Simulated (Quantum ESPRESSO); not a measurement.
The system is ZrB2.

```xyz
3
Lattice="3.1700 0.0000 0.0000 -1.5850 2.7453 0.0000 0.0000 0.0000 3.5330" Properties=species:S:1:pos:R:3 pbc="T T T"
Zr    0.0000    0.0000    0.0000
B     1.5850    0.9151    1.7665
B     0.0000    1.8302    1.7665
```

- Program: Quantum ESPRESSO 7.5
- Task: phonons
- Functional: B86bPBE
- Potentials or basis: PseudoDojo 0.4.1 SR PBE standard
- Cutoff: 1034 eV
- Density cutoff: 4136 eV
- k mesh: 8 × 8 × 6, shifted
- Occupations: cold, width 0.136 eV
- Spin: no spin polarisation
- Mixing beta: 0.5
- Most SCF iterations: 120
- SCF threshold: 6e-10 Ry

The cell and the atoms were relaxed first, to 10.32 Å³/atom (a = 3.176 Å, b = 3.176 Å, c = 3.546 Å, α = 90.00°, β = 90.00°, γ = 120.00°), and the response was taken there.

At Γ the optical frequencies are 444 444 464 532 741 741 cm⁻¹, at a pressure of 0.0 GPa.

Task: How do the modes respond when the cell is scaled evenly, at fixed shape?

Result: The highest mode has a Grüneisen parameter of 1.56. None of the listed modes softens on compression. Real pressure also changes the shape of this cell, most of all in layered crystals, so these aren't the shifts under hydrostatic load.

Frequencies at 99 % and 101 % of the volume (pressures 2.4 and -2.3 GPa), ions relaxed:
| mode | 99 % (cm⁻¹) | 101 % (cm⁻¹) | Grüneisen parameter |
| --- | --- | --- | --- |
| 4 | 449.9 | 437.8 | 1.36 |
| 5 | 449.9 | 437.8 | 1.36 |
| 6 | 472.2 | 455.1 | 1.85 |
| 7 | 538.8 | 525.7 | 1.23 |
| 8 | 752.9 | 729.8 | 1.56 |
| 9 | 752.9 | 729.8 | 1.56 |

Modes are matched by their order; those that don't vary smoothly over the three volumes are left out.

Caveat: the k mesh is coarse; the mesh is thin for the phonons of a metal; the potentials were made for another functional, which shifts forces and pressure.
